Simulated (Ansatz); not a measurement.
Below is a relaxed structure of LiF. The cell was found from a structure generator's guess, not taken from experiment.

Level of theory: Ansatz, DFT PBE, scalar-relativistic, plane waves, PAW. Cutoff 420 eV, Γ-centred mesh, Gaussian smearing, no spin polarisation.

```cif
data_structure
_symmetry_space_group_name_H-M 'P 1'
_symmetry_Int_Tables_number 1
_cell_length_a 2.8048
_cell_length_b 2.8048
_cell_length_c 2.5707
_cell_angle_alpha 90.000
_cell_angle_beta 90.000
_cell_angle_gamma 120.000
_cell_volume 17.51
loop_
_atom_site_label
_atom_site_type_symbol
_atom_site_fract_x
_atom_site_fract_y
_atom_site_fract_z
_atom_site_occupancy
Li1 Li 0.33333 0.66667 0.50000 1
F1 F 0.66667 0.33333 0.00000 1
```

Formation energies are uncorrected and refer to the elements' standard structures at the same level (F₂ as a molecule).

Problem. What space group does it have?

Solution. P-6m2 (No. 187), the tungsten carbide type. Conventional cell: a = 2.805 Å, c = 2.571 Å. Around Li lie 6 F at 2.07 Å; F is surrounded by 6 Li at 2.07 Å.

Problem. How far does it lie from the elements in energy?

Solution. −2.821 eV/atom. Whether it is stable depends on the other phases of the system, which aren't compared here.

Problem. Is it a metal?

Solution. No, the gap on the 9×9×10 mesh is 7.75 eV.

Problem. From what recipe could a structure generator have reached it?

Solution. One such recipe: 6-connected net, two elements alternating (P-6m2, No. 187). Other recipes can lead to the same cell.

The last run used a 9×9×10 mesh (in the run's order of axes) for its 2-atom cell and Gaussian smearing of 0.02 eV. Kohn–Sham gaps at this level usually fall short of measured ones. A structure relaxed within its symmetry needn't be a true minimum.
